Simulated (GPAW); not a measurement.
# Ca (Immm) in GPAW: convergence with convergence criteria

Aim: find how far convergence criteria must go before the results for Ca settle, at PBE. This setting moves, with any that are tied to it; all else stays.

All numbers are computed with GPAW 26.7.0; they aren't measurements. Logs are shortened: lines on timing, memory, paths and dates and some standing lists are left out, and cuts for length are marked. The log counts tension as positive stress, the text compression.

### Step 1. The structure

Symmetry: Immm, No. 71, orthorhombic system. Conventional cell: a = 4.193 Å, b = 4.203 Å, c = 4.891 Å, α = 90.00°, β = 90.00°, γ = 90.00°. Ca (site symmetry mmm) is surrounded by 12 Ca at 3.85 to 4.20 Å.

This isn't the form of Ca at room conditions, which is fcc.

### Step 2. With convergence criteria density=0.001 energy=0.01 eigenstates=0.0001

The input, run.py:

```python
from ase.dft.bandgap import bandgap
from ase.io import read, write
from ase.units import GPa
from gpaw import GPAW, PW

atoms = read('POSCAR')

calc = GPAW(mode=PW(600),
            xc='PBE',
            kpts={'size': (7, 7, 7), 'gamma': True},
            occupations={'name': 'fermi-dirac', 'width': 0.05},
            nbands=12,
            convergence={'density': 0.001, 'energy': 0.01, 'eigenstates': 0.0001},
            maxiter=100,
            txt='gpaw.txt')
atoms.calc = calc
energy = atoms.get_potential_energy()
forces = atoms.get_forces()
stress = atoms.get_stress()
calc.write('gs.gpw')
write('result.traj', atoms)
print(f'Energy: {energy:.6f} eV')
print('Forces (eV/A):')
print(forces.round(4))
print('Stress (GPa):', (stress / GPa).round(3))
print('Fermi level:', round(calc.get_fermi_level(), 4), 'eV')
print(f'Gap: {bandgap(calc)[0]:.4f} eV, direct: {bandgap(calc, direct=True)[0]:.4f} eV')
```

The input, POSCAR:

```
Ca
1.0
   -2.0964874600      2.1017318100      2.4453524600
    2.0964874600     -2.1017318100      2.4453524600
    2.0964874600      2.1017318100     -2.4453524600
Ca
1
Direct
    0.5000000000      0.5000000000      0.0000000000
```

Potentials or basis: GPAW PAW data sets (gpaw-data 1.2.1), pw.

On the command line:

```
$ OMP_NUM_THREADS=1 python run.py
```

gpaw.txt:

```text
__  _  _
 | _ |_)|_||  |
 |__||  | ||/\| - 26.7.0

Input parameters:
  mode=PW(ecut=600.0),
  convergence={'density': 0.001, 'energy': 0.01, 'eigenstates': 0.0001},
  kpts=MonkhorstPack(size=(7, 7, 7), gamma=True),
  maxiter=100,
  nbands=12,
  occupations=Occupations(name='fermi-dirac', width=0.05),
  xc=XC(name='PBE')

Diagonalizing LCAO Hamiltonian
Converting LCAO to pw mode

       Ca

Atoms  # Å, Bohr magnetons
|   | symbol |        x |        y |        z |    initial magnetic moments |
|---|--------|----------|----------|----------|-----------------------------|
| 0 |     Ca | 0.000000 | 0.000000 | 2.445352 | ( 0.0000,  0.0000,  0.0000) |

Unit cell  # Å
| periodic |         x |         y |         z |  lengths |     angles |
|----------|-----------|-----------|-----------|----------|------------|
|      yes | -2.096487 |  2.101732 |  2.445352 | 3.846074 | 113.937270 |
|      yes |  2.096487 | -2.101732 |  2.445352 | 3.846074 | 113.750795 |
|      yes |  2.096487 |  2.101732 | -2.445352 | 3.846074 | 101.040592 |

Number of symmetries: 8
Symmetry operations  # r_c * U_cc + t_c -> r_c
|   | kind |            matrix            |
|---|------|------------------------------|
| 0 |  σ   |  1, 1, 1,  0, 0,-1,  0,-1, 0 |
| 1 |  E   |  1, 0, 0,  0, 1, 0,  0, 0, 1 |
| 2 |  C2  |  0, 1, 0,  1, 0, 0, -1,-1,-1 |
| 3 |  C2  |  0, 0, 1, -1,-1,-1,  1, 0, 0 |
| 4 |  σ   |  0, 0,-1,  1, 1, 1, -1, 0, 0 |
| 5 |  σ   |  0,-1, 0, -1, 0, 0,  1, 1, 1 |
| 6 |  i   | -1, 0, 0,  0,-1, 0,  0, 0,-1 |
| 7 |  C2  | -1,-1,-1,  0, 0, 1,  0, 1, 0 |

BZ-sampling:
  Number of BZ points: 343
  Number of IBZ points: 64

  Monkhorst-Pack size: [7, 7, 7]
  Monkhorst-Pack shift: [0, 0, 0]

K-points  # in reciprocal-cell coordinates
|     |                                coordinates |     weight |
|-----|--------------------------------------------|------------|
|   0 | (  0.00000000,   0.00000000,   0.00000000) | 0.00291545 |
|   1 | (  0.14285714,  -0.14285714,  -0.14285714) | 0.00583090 |
|   2 | (  0.14285714,  -0.14285714,   0.00000000) | 0.01166181 |
|   3 | (  0.14285714,  -0.14285714,   0.14285714) | 0.00583090 |
|   4 | (  0.14285714,   0.00000000,  -0.14285714) | 0.01166181 |
|   5 | (  0.14285714,   0.00000000,   0.00000000) | 0.01166181 |
|   6 | (  0.14285714,   0.14285714,  -0.14285714) | 0.00583090 |
|   7 | (  0.28571429,  -0.28571429,  -0.28571429) | 0.00583090 |
|   8 | (  0.28571429,  -0.28571429,  -0.14285714) | 0.01166181 |
|   9 | (  0.28571429,  -0.28571429,   0.00000000) | 0.01166181 |
| ... |                                            |            |
|  63 | (  0.42857143,   0.42857143,   0.42857143) | 0.02332362 |

Plane wave coefficients: 1450
Cutoff: 600.0 eV

Spin-components: 1 (collinear spins)
Bands:           12
Projectors:      5
Spin-degeneracy: 2
Datatype:        complex128

Density:
  Valence electrons: 10.0
  Components: 1
  Grid points: [24 24 24]
  Charge: 0.0  # |e|

Potential:
  Grid points: [24 24 24]

species:
  Ca:
    name:    Calcium
    Z:       20.0
    valence: 10
    core:    10
    charge:  0.0  # [|e|]
    compensation charges:
      type: gauss
      rc: 0.37  # [Å]
      lmax: 2
    cutoffs:
      filter: 2.10  # [Å]
      core: 1.17  # [Å]
    projectors
    | kind |    occ | energy [eV] | rcut [Å] |
    |------|--------|-------------|----------|
    |   3s |  2.000 |     -47.086 |    1.175 |
    |   4s |  2.000 |      -3.766 |    1.175 |
    |   3p |  6.000 |     -28.008 |    1.154 |
    |    p |        |      -0.797 |    1.154 |
    |    d |        |       0.000 |    0.937 |

    Using partial waves for Ca as LCAO basis

Reference energy: -18510.869232  # eV

eigensolver:
  PPCG
  Converge bands: occupied
  niter=2

density mixing:
  MSR1-Mixer
  Pratt-step length: 0.05
  Maximum mixing coefficient: 0.75
  Old densities: 10
  SVD Regularization: 0.005
  Good broyden scale: 1.0
  Trust region scale: 1.0
  Backstep threshold: 4.0
  History deletion threshold: 6.0
  Fourier metric: weight=20.0, sigma=0.015

occupation numbers:
  Fermi-Dirac:
    width: 0.0500  # eV

poisson solver:
  ecut: 4800.0  # eV

xc functional:
  name: PBE with 2 nearest neighbor stencil

convergence criteria:
- Maximum integral of absolute [dens]ity change: 0.001 electrons / valence electron
- Maximum [total energy] change in last 3 cyles: 0.01 eV / valence electron
- Maximum integral of absolute [eigenst]ate change: 0.0001 eV^2 / valence electron
maximum number of iterations: 100

SCF iterations
|iter     | |      energy | eigst |  dens |
|---------|-|-------------|-------|-------|
|iter:   1| |   -1.886192 | +0.33 |       |
|iter:   2| |   -2.034085 | -1.03 | -1.58 |
|iter:   3| |   -2.038524 | -2.32 | -1.62 |
|iter:   4| |   -2.036456c| -3.34 | -1.78 |
|iter:   5| |   -2.036356c| -3.83 | -2.14 |
|iter:   6| |   -2.036438c| -4.37c| -2.48 |
|iter:   7| |   -2.036421c| -4.79c| -2.96 |
|iter:   8| |   -2.036402c| -4.60c| -3.08c|

Converged in 8 steps
Energy contributions relative to reference atoms: (reference = -18510.869232)

Energy contributions:
  Kinetic:          -0.045772
  Coulomb:           2.094674
  Zero:             -0.458623
  External:          0.000000
  Xc:               -3.622785
  Entropy:          -0.007790
  Spinorbit:         0.000000
  ----------------------------
  Free energy:      -2.040297
  Extrapolated:     -2.036402

dipole moment: (-6.927837, -6.945167, 8.080661)  # |e|*Ang

Fermi level: 3.254
Eigenvalues  # (at kpt = [0.000, 0.000, 0.000])
| band index |      eig [eV] | occ [0-2] |
|------------|---------------|-----------|
|          0 |       -38.869 |     2.000 |
|          1 |       -19.815 |     2.000 |
|          2 |       -19.815 |     2.000 |
|          3 |       -19.803 |     2.000 |
|          4 |        -0.774 |     2.000 |
|          5 |         5.373 |     0.000 |
|          6 |         5.386 |     0.000 |
|          7 |         5.954 |     0.000 |
|          8 |         6.070 |     0.000 |
|          9 |         6.757 |     0.000 |
|         10 |        12.548 |     0.000 |
|         11 |        13.711 |     0.000 |

No gap
No difference between direct/indirect transitions

Forces  # eV/Ang
|       x |       y |       z |
|---------|---------|---------|
| 0.00000 | 0.00000 | 0.00000 |  # Ca   0

Stress tensor  # eV/Ang^3
|        x |        y |        z |
|----------|----------|----------|
| 0.002580 | 0.000000 | 0.000000 |
| 0.000000 | 0.002758 | 0.000000 |
| 0.000000 | 0.000000 | 0.000677 |

# Writing to gs.gpw (mode='')
```

Wall time 19 s (1 thread of AMD EPYC 7R43 (Zen 3), shared host); peak memory 0.16 GiB.

What came out:

```yaml
Free_energy: -2.0403 eV
Pressure: -0.3 GPa
Band_gap_on_the_k_mesh: none (metal or under the smearing width)
```

### Step 3. With convergence criteria default

Changes to run.py since step 2:

```diff
@@ -12,3 +12,2 @@
             nbands=12,
-            convergence={'density': 0.001, 'energy': 0.01, 'eigenstates': 0.0001},
             maxiter=100,
```

POSCAR is that of step 2.

Potentials or basis: GPAW PAW data sets (gpaw-data 1.2.1), pw.

On the command line:

```
$ OMP_NUM_THREADS=1 python run.py
```

It took 26 s on 1 thread of AMD EPYC 7R43 (Zen 3), shared host; peak memory 0.16 GiB.

The run converged. Its results:

| Property | Result |
| --- | --- |
| Free energy | -2.0403 eV |
| Pressure | -0.3 GPa |
| Band gap on the k mesh | none (metal or under the smearing width) |

### Step 4. With convergence criteria density=1e-05 energy=1e-05

Changes to run.py since step 3:

```diff
@@ -12,2 +12,3 @@
             nbands=12,
+            convergence={'density': 1e-05, 'energy': 1e-05},
             maxiter=100,
```

POSCAR is that of step 3.

On the command line:

```
$ OMP_NUM_THREADS=1 python run.py
```

It took 27 s on 1 thread of AMD EPYC 7R43 (Zen 3), shared host; peak memory 0.16 GiB.

Results (log left out):

```
Free energy            : -2.0403 eV
Pressure               : -0.3 GPa
Band gap on the k mesh : none (metal or under the smearing width)
```

### Step 5. With convergence criteria density=1e-05 forces=0.0001

Changes to run.py since step 4:

```diff
@@ -12,3 +12,3 @@
             nbands=12,
-            convergence={'density': 1e-05, 'energy': 1e-05},
+            convergence={'density': 1e-05, 'forces': 0.0001},
             maxiter=100,
```

POSCAR is that of step 4.

On the command line:

```
$ OMP_NUM_THREADS=1 python run.py
```

Wall time 26 s (1 thread of AMD EPYC 7R43 (Zen 3), shared host); peak memory 0.16 GiB.

It converged, with:

```
Free energy            : -2.0403 eV
Pressure               : -0.3 GPa
Band gap on the k mesh : none (metal or under the smearing width)
```

### Step 6. With convergence criteria density=1e-06 energy=1e-06 eigenstates=1e-10

Changes to run.py since step 5:

```diff
@@ -12,3 +12,3 @@
             nbands=12,
-            convergence={'density': 1e-05, 'forces': 0.0001},
+            convergence={'density': 1e-06, 'energy': 1e-06, 'eigenstates': 1e-10},
             maxiter=100,
```

POSCAR is that of step 5.

Potentials or basis: GPAW PAW data sets (gpaw-data 1.2.1), pw.

On the command line:

```
$ OMP_NUM_THREADS=1 python run.py
```

It took 27 s on 1 thread of AMD EPYC 7R43 (Zen 3), shared host; peak memory 0.17 GiB.

It converged, with:

```
Free energy            : -2.0403 eV
Pressure               : -0.3 GPa
Band gap on the k mesh : none (metal or under the smearing width)
```

### Step 7. The series at a glance

| convergence criteria | energy less the tightest run, at zero smearing (meV/atom) | SCF cycles | CPU time (s) | peak memory (GiB) |
| --- | --- | --- | --- | --- |
| density=0.001 energy=0.01 eigenstates=0.0001 | -0.01 | 8 | 19 | 0.16 |
| default | 0.00 | 10 | 26 | 0.16 |
| density=1e-05 energy=1e-05 | 0.00 | 11 | 27 | 0.16 |
| density=1e-05 forces=0.0001 | 0.00 | 12 | 26 | 0.16 |
| density=1e-06 energy=1e-06 eigenstates=1e-10 | 0.00 | 13 | 27 | 0.17 |

Against the tightest run, the energy stays within 1 meV/atom from density=0.001 energy=0.01 eigenstates=0.0001 on. The tightest run that finished is the yardstick and may itself not be fully converged.
